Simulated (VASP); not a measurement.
A run of VASP 6.6.1 is set up as follows.

File INCAR:

```
SYSTEM = Si13Ge3
PREC = Accurate ; ENCUT = 520
EDIFF = 1E-7 ; ISMEAR = 0
SIGMA = 0.03 ; LREAL = .FALSE.
LASPH = .TRUE. ; NELM = 80
ALGO = Normal ; ISIF = 2
LWAVE = .FALSE. ; LCHARG = .FALSE.
GGA = PS ; NBANDS = 61
ICORELEVEL = 1 ; LUSENCCL = .FALSE.
```

The input KPOINTS:

```
Automatic mesh
0
G
  6 6 6
  0 0 0
```

POSCAR

```
Si13Ge3                                 
1.0
    0.0003509599      5.4746579111      5.4741604254
    5.4739659280      0.0010429430      5.4734684348
    5.4750088710      5.4750088710     -0.0000000000
  Ge              Si            
     3    13
Direct
     0.3764905134133958    0.3706037328770781    0.3764528768547630
     0.3751377925692486    0.3749508634049664    0.8749556720128960
     0.2483956716705904    0.7544536790408440    0.2485753246442828
     0.3763529744808150    0.8763069377519325    0.3763721316450235
     0.3763529744808150    0.8763069377519325    0.8709679561222219
     0.8749392386404874    0.3749210448793029    0.3751753000394080
     0.8749392386404874    0.3749210448793029    0.8749644164408017
     0.8709264422721492    0.8763375331611555    0.3763680122833512
     0.8749531758847983    0.8751612841367269    0.8749427699892409
     0.2473246245117496    0.2473657584245461    0.2525941856124920
     0.2473246245117496    0.2473657584245461    0.7527154314512122
     0.2485281721442954    0.7540196578846509    0.7487260849855233
     0.7541011095452053    0.2485169845222359    0.2486909529662830
     0.7540284851702008    0.2485273605777568    0.7487220771260212
     0.7501024810320025    0.7501207111415112    0.2498972873876107
     0.7501024810320025    0.7501207111415112    0.7498795204388755
```

KPOINTS_OPT

```
explicit points
6
Reciprocal
 0.0000000000  0.0000000000  0.0000000000 1
 0.3750000000  0.3750000000  0.7500000000 1
 0.5000000000  0.5000000000  0.5000000000 1
 0.6250000000  0.2500000000  0.6250000000 1
 0.5000000000  0.2500000000  0.7500000000 1
 0.5000000000  0.0000000000  0.5000000000 1
```

Potentials or basis: VASP PAW PBE potentials, release 64 (Ge_d, Si).

The run is started by

```bash
$ cat potpaw_PBE.64/Ge_d/POTCAR potpaw_PBE.64/Si/POTCAR > POTCAR
$ mpirun -np 1 vasp_std > vasp.out
```

**Question.** Predict the band gap along the path.

**Answer.** 0.38 eV, direct.

**Question.** Predict the pressure.

**Answer.** 0.0 GPa.

Forces on the atoms (eV/Å):
```
Ge  -0.002  0.002 -0.001
Ge  -0.001  0.001  0.001
Ge   0.002 -0.002  0.001
Si  -0.001  0.002  0.000
Si  -0.002  0.001  0.000
Si   0.000  0.001 -0.001
Si  -0.001  0.000 -0.001
Si  -0.001  0.001 -0.001
Si   0.000  0.000 -0.001
Si   0.001 -0.002  0.000
Si   0.002 -0.001  0.000
Si   0.001 -0.001  0.000
Si   0.000  0.000  0.001
Si   0.000  0.000  0.000
Si   0.000 -0.001  0.001
Si   0.001  0.000  0.001
```

Caveat: the PAW data sets were made with another functional, which shifts forces and pressure a little. A hybrid or GW would open this gap; PBEsol tends to underestimate it.
